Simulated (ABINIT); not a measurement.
The system is Bi2Se3 (Paraguanajuatite).

```xyz
5
Lattice="2.0715 1.1960 9.5453 -2.0715 1.1960 9.5453 0.0000 -2.3920 9.5453" Properties=species:S:1:pos:R:3 pbc="T T T"
Bi    0.0000    0.0000   17.1587
Bi    0.0000    0.0000   11.4773
Se    0.0000    0.0000   22.5738
Se    0.0000    0.0000    6.0622
Se    0.0000    0.0000    0.0000
```

Base run:

* Program: ABINIT 10.8.3 (patched build)
* Functional: PBEsol
* Potentials or basis: JTH PAW PBE v2.0 sp
* Cutoff: 408 eV
* k mesh: 8 × 8 × 8
* Occupations: fermi-dirac, width 0.05 eV
* Spin: no spin polarisation

Its results: band gap on the k mesh 0.16 eV, direct; pressure 0.1 GPa; largest force 0.290 eV/Å.

Problem. The run is repeated on the same cell with these changes: functional from PBEsol to BP86. What comes out?

Solution. Band gap on the k mesh 0.23 eV, direct; pressure 3.3 GPa; largest force 0.322 eV/Å.

Caveats: the PAW data sets were made with another functional, which shifts forces and pressure a little; spin-orbit coupling is left out, which as a rule narrows the gap of such compounds by several tenths of an eV; this set keeps more shells in the core, which shifts pressures and gaps.
